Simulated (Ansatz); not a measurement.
Input and command of a plane-wave DFT calculation in Ansatz:

```yaml
crystal:
  lattice:
    - [3.4940776128, 0.0, 0.0]
    - [-1.7470388064, 3.0259599755, 0.0]
    - [0.0, 0.0, 6.05556247]
  atoms:
    - { symbol: Hf, position: [0.0, 0.0, 0.0] }
    - { symbol: S, position: [0.6666666667, 0.3333333333, 0.76395205] }
    - { symbol: S, position: [0.3333333333, 0.6666666667, 0.23604795] }
basis:
  ecutwfc: 420
kpoints:
  mp_grid: { grid: [12, 12, 6] }
hamiltonian:
  xc: pbe
  dispersion: d3bj
scf:
  occupations: { method: gaussian, width: 0.05 }
output:
  forces: true
  stress: true
  eigenvalues: true
```

```bash
ansatz run input.yaml --threads 1 --pin off --max-ram 2560MiB --backend cpu --events-out ev --progress --plain --runs-dir out
```

Processor: AMD EPYC 7R43 64-Core Processor (Zen 3), 1 thread, on a host shared with other jobs.

Q: How long does it run, and how much memory does it take?

A: About 6.8 s on 1 thread of AMD EPYC 7R43 64-Core Processor (Zen 3) (shared host), peak memory 0.48 GiB. It solves 23 bands at 100 k points (the mesh reduced by the symmetry that the task leaves, which can be less than the crystal's) with about 1275 plane waves, in 7 SCF iterations.
